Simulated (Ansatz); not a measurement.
KI (Fm-3m)

All numbers below come from DFT r2SCAN, scalar-relativistic, plane waves, PAW in Ansatz 0.2.0.

Settings: cutoff 500 eV, Γ-centred mesh 6×6×6 on the computed 2-atom cell, Gaussian smearing of 0.02 eV; no spin polarisation.

The structure is relaxed at this level of theory with its symmetry kept.

The structure is cubic, space group Fm-3m (No. 225). The conventional cell has a = 7.092 Å, b = 7.092 Å, c = 7.092 Å, α = 90.00°, β = 90.00°, γ = 90.00°. K (site symmetry m-3m) is surrounded by 6 I at 3.55 Å. Around I (site symmetry m-3m) lie 6 K at 3.55 Å.

| Property | Result |
| --- | --- |
| Volume per atom | 300.9 bohr³ |
| Formation energy from the elements' standard states (uncorrected) | -1.710 eV/atom |
| Generalised Kohn–Sham band gap | 4.58 eV, direct at Γ |
| Löwdin character of the top 1 eV of the valence band | I 5p 96 % |
| Electron masses at the edge by Cartesian direction of the standard setting (m_e; degenerate bands sorted by energy; no spin-orbit coupling) | x: 0.34; y: 0.34; z: 0.34 |
| Hole masses at the edge by Cartesian direction of the standard setting (m_e; degenerate bands sorted by energy; no spin-orbit coupling) | x: 2.6, 2.6, 0.51; y: 2.6, 2.6, 0.51; z: 2.6, 2.6, 0.51 |
| Bulk modulus | 12.4 GPa |
| Its pressure derivative | 4.9 |
| Bader charges (e) | K (1 in the cell) 0.84, I (1 in the cell) -0.84 |

Spin-orbit coupling is left out, which matters for the bands of heavy elements.